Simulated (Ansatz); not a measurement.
## Starting-point dependence of the GW gap of RbCl (Fm-3m)

Aim: G0W0 for RbCl (Fm-3m) on several starting functionals, at one mesh, band count and screening cutoff.

Program: Ansatz 0.2.0. Level of theory: G0W0 on several functionals, plane waves, PAW. Results are calculated unless marked as measured.

Most raw output is cut from this account.

In doubt: masses and optical values from hybrid runs of this build are listed as unsure (step 4), which bears on the screening that GW takes from such a start.

## Step 1: The structure

The structure is cubic, space group Fm-3m (No. 225). The conventional cell has a = 6.579 Å, b = 6.579 Å, c = 6.579 Å, α = 90.00°, β = 90.00°, γ = 90.00°. Rb has 6 Cl at 3.29 Å nearest. Cl has 6 Rb at 3.29 Å nearest. Farther neighbours and most contacts between anions are not listed.

The cell and positions come from the Crystallography Open Database and are kept as given unless a step says otherwise.

## Step 2: G0W0 on LDA

G0W0 replaces the xc potential by the self-energy, built once from these orbitals. Only a window of levels is corrected, while the sums run over the empty bands that the input names. This step takes PAW set soft_1 files.

This step: G0W0 on LDA, plane waves, PAW; PAW set soft_1.

File input.yaml:

```yaml
crystal:
  lattice:
    - [0.0, 3.2895, 3.2895]
    - [3.2895, 0.0, 3.2895]
    - [3.2895, 3.2895, 0.0]
  atoms:
    - { symbol: Rb, position: [0.0, 0.0, 0.0] }
    - { symbol: Cl, position: [0.5, 0.5, 0.5] }
kpoints:
  mp_grid: { grid: [4, 4, 4] }
hamiltonian:
  xc: lda
  pseudopotentials: { kind: paw, azcp: { folder: soft_1 }, xc_functional: pbe }
scf:
  occupations: { method: fixed }
gw:
  n_empty_bands: 212
  ecut_chi: 120
  qp_bands: [v2, c2]
  qp_kpoints: band_edges
  screening: { model: contour_deformation }
```

On the command line:

```bash
$ ansatz run input.yaml --threads 24 --pin off --max-ram 82944MiB --backend cuda --events-out ev --progress --plain --runs-dir out --devices 1 --max-vram 78GiB
```

It took 2.9 s on 1 × NVIDIA GB200 (shared by 2 runs) with 24 threads of Arm Neoverse V2, shared host; peak memory 1.3 GiB; 6.1 s of CPU time.

Numbers from this step:

```
bands summed                                 : 220
RPA ε∞ on this mesh (eigenvalues)            : 2.291, 2.291, 2.291
plane waves in the screening matrix          : 181
q-points in the mesh                         : 64
G0W0 gap on the mesh                         : 7.465 eV
k of the valence top                         : 0, 0, 0
k of the conduction bottom                   : 0, 0, 0
starting gap on the mesh                     : 4.553 eV
Z at the valence top                         : 0.7897
Z at the conduction bottom                   : 0.8642
least direct G0W0 gap on the computed points : 7.465 eV
```

The gap on the mesh goes from 4.55 eV to 7.47 eV, a correction of +2.91 eV. Between the two edge states, bare exchange in place of the xc potential would open the gap by 8.52 eV, and correlation takes back 5.61 eV.

## Step 3: G0W0 on PBE

The same correction from a different start measures what one shot leaves open.

This step: G0W0 on PBE, plane waves, PAW; PAW set soft_1.

input.yaml, as its differences from that of step 2:

```diff
@@ -11,4 +11,4 @@
 hamiltonian:
-  xc: lda
-  pseudopotentials: { kind: paw, azcp: { folder: soft_1 }, xc_functional: pbe }
+  xc: pbe
+  pseudopotentials: { kind: paw, azcp: { folder: soft_1 } }
 scf:
```

It took 2.8 s on 1 × NVIDIA GB200 (shared by 2 runs) with 24 threads; peak memory 1.2 GiB; 6.2 s of CPU time.

Numbers from this step:

- bands summed: 220
- RPA ε∞ on this mesh (eigenvalues): 2.187, 2.187, 2.187
- plane waves in the screening matrix: 181
- q-points in the mesh: 64
- G0W0 gap on the mesh: 7.613 eV
- k of the valence top: 0, 0, 0
- k of the conduction bottom: 0, 0, 0
- starting gap on the mesh: 5.004 eV
- Z at the valence top: 0.7983
- Z at the conduction bottom: 0.8706
- least direct G0W0 gap on the computed points: 7.613 eV

Against the run with 4×4×4 mesh, 212 empty bands, screening to 120 eV, PAW set soft_1 files on LDA, the gap moves by +0.15 eV, while the start moved by +0.45 eV.

## Step 4: G0W0 on HSE06

This step: G0W0 on HSE06, plane waves, PAW; PAW set soft_1.

input.yaml, as its differences from that of step 3:

```diff
@@ -11,3 +11,3 @@
 hamiltonian:
-  xc: pbe
+  xc: hse06
   pseudopotentials: { kind: paw, azcp: { folder: soft_1 } }
```

Elapsed: 6.6 s, on 1 × NVIDIA GB200 (shared by 2 runs) with 24 threads; peak memory 1.3 GiB; 22 s of CPU time.

This step gave:

| Property | Result |
| --- | --- |
| bands summed | 220 |
| RPA ε∞ on this mesh (eigenvalues) | 2.004, 2.004, 2.004 |
| plane waves in the screening matrix | 181 |
| G0W0 gap on the mesh | 8.212 eV |
| k of the valence top | 0, 0, 0 |
| k of the conduction bottom | 0, 0, 0 |
| starting gap on the mesh | 6.299 eV |
| least direct G0W0 gap on the computed points | 8.212 eV |

Against the run with 4×4×4 mesh, 212 empty bands, screening to 120 eV, PAW set soft_1 files on PBE, the gap moves by +0.60 eV, while the start moved by +1.29 eV.

## Step 5: Side by side

All on the 4×4×4 mesh with 212 empty bands and screening to 120 eV. Times are wall times on 1 × NVIDIA GB200 (shared by 2 runs) with 24 threads of Arm Neoverse V2, shared host, good to a factor of about two.

```tsv
start	starting gap (eV)	shift (eV)	G0W0 gap (eV)	RPA ε∞ (harmonic mean)	Z (valence, conduction)	time
LDA	4.55	+2.91	7.47	2.29	0.79, 0.86	2.9 s
PBE	5.00	+2.61	7.61	2.19	0.80, 0.87	2.8 s
HSE06	6.30	+1.91	8.21	2.00	0.83, 0.89	6.6 s
```

How the two edges are built up, in eV (the quasiparticle level is the starting level plus Σx plus Σc less Vxc):

```tsv
run	edge	start	Σx	Σc	Vxc	Z	QP
LDA	valence top	0.74	-20.61	2.52	-16.31	0.79	-1.03
LDA	conduction bottom	5.30	-4.22	-3.09	-8.45	0.86	6.44
PBE	valence top	1.02	-20.68	2.48	-16.23	0.80	-0.95
PBE	conduction bottom	6.03	-4.10	-2.96	-7.70	0.87	6.67
HSE06	valence top	0.04	-20.68	2.08	-17.23	0.83	-1.33
HSE06	conduction bottom	6.34	-3.93	-2.78	-7.25	0.89	6.88
```

For a hybrid start, Vxc holds its share of exact exchange.

## Step 6: Summary of results

* G0W0@LDA: 7.47 eV (start 4.55 eV)
* G0W0@PBE: 7.61 eV (start 5.00 eV)
* G0W0@HSE06: 8.21 eV (start 6.30 eV)
* known limits: not at the basis limit; no spin-orbit coupling

**Reading.** The starting gaps span 1.75 eV and the G0W0 gaps 0.75 eV. Between LDA and HSE06, 0.75 eV of the 1.75 eV survives, 43 %. HSE06 screens less than LDA (ε∞ 2.00 against 2.29). Of the 0.75 eV by which its G0W0 gap is higher, the correlation part gives +0.75 eV, and exchange with the one-particle terms, which follow the orbitals, −0.003 eV. The smallest correction, +1.91 eV, is on HSE06, the start nearest to reproducing itself. Bands and cutoff are finite, so the gap is not at the basis limit. The miss can reach some tenths of an eV and take either sign; the mesh is an error of its own. The many-body steps are scalar-relativistic: spin-orbit coupling is not in them.

[Paths, hosts, dates, memory and timing lines, banners, echoed tables and standing remarks are left out of the program output.]

[Logs are printed without paths, hosts, clocks, repeated set-up lines and the standing remarks that a program may print on its own settings, such as how far it seeks lower states.]

[Runs of the session that timed out or met a known fault of the program may be left out.]

[Cells called generated may have been cut or substituted from an entry of the Crystallography Open Database or the Materials Project.]

[Hosts, paths, dates, database ids (printed as entryN), source tags and the programs' standing remarks are cut or masked in the printed files.]
